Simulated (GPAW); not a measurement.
## Te2Mo in GPAW: convergence with response cutoff (eV)

Input of the first run (response cutoff (eV) 10); the others differ in this setting and in those tied to it:

Contents of run.py:

```python
import numpy as np
from ase import Atoms
from ase.dft.bandgap import bandgap
from ase.io import write
from gpaw import GPAW, PW
from gpaw.response.df import DielectricFunction

atoms = Atoms(['Te', 'Te', 'Te', 'Te', 'Mo', 'Mo'],
              cell=[[3.5182, 0.0, 0.0],
                    [-1.7591, 3.0468505756, 0.0],
                    [0.0, 0.0, 13.9736]],
              scaled_positions=[[0.6666666667, 0.3333333333, 0.379],
                                [0.3333333333, 0.6666666667, 0.879],
                                [0.6666666667, 0.3333333333, 0.121],
                                [0.3333333333, 0.6666666667, 0.621],
                                [0.6666666667, 0.3333333333, 0.75],
                                [0.3333333333, 0.6666666667, 0.25]],
              pbc=True)

calc = GPAW(mode=PW(450),
            xc='PBE',
            kpts={'size': (7, 7, 2), 'gamma': True},
            occupations={'name': 'fermi-dirac', 'width': 0.001},
            nbands=46,
            convergence={'density': 1e-06},
            maxiter=150,
            txt='gpaw.txt')
atoms.calc = calc
energy = atoms.get_potential_energy()
calc.write('gs.gpw')
write('result.traj', atoms)
print(f'Energy: {energy:.6f} eV')
print('Fermi level:', round(calc.get_fermi_level(), 4), 'eV')
print(f'Gap: {bandgap(calc)[0]:.4f} eV, direct: {bandgap(calc, direct=True)[0]:.4f} eV')

for size in [(8, 8, 2)]:
    name = 'x'.join(str(n) for n in size)
    dense = calc.fixed_density(kpts={'size': size, 'gamma': True},
                               nbands=104, convergence={'bands': 98},
                               update_fermi_level=True, txt=f'dense-{name}.txt')
    dense.write(f'{name}.gpw', mode='all')
    df = DielectricFunction(f'{name}.gpw', frequencies=np.array([0.0]), hilbert=False, eta=0.001,
                            ecut=10, nbands=98, intraband=False, txt=f'df-{name}.txt')
    for xc in ['RPA']:
        for direction in ['x', 'y', 'z', [0, 1, 1], [1, 0, 1], [1, 1, 0]]:
            e0, e = df.get_macroscopic_dielectric_constant(xc=xc, direction=direction)
            print(f'{name} {xc} {direction}: {e0:.4f} without, {e:.4f} with local fields')
```

Potentials or basis: GPAW PAW data sets (gpaw-data 1.2.1), pw.

Command:

```console
$ OMP_NUM_THREADS=1 python run.py
```

Hardware: 1 thread of Arm Neoverse V1 (shared host).

```
response cutoff (eV)  dielectric constant  SCF cycles  CPU time (s)  peak memory (GiB)
                  10               16.515          14           610               0.56
                  20               15.954          14           610               0.57
                  30               15.755          14           610               0.57
                  50               15.691          14           610               0.57
                  80               15.379          14           620               0.59
                 120               15.223          14           630               0.62
                 160               15.156          14           620               0.67
```

Not settled before the last step: the dielectric constant (to 0.05). The tightest run that finished is the yardstick and may itself not be fully converged.

Caveat, for the tightest run too: the long-wavelength limit can be off by several per cent where d states take part; spin-orbit coupling is left out, which moves the levels of the heavy elements.
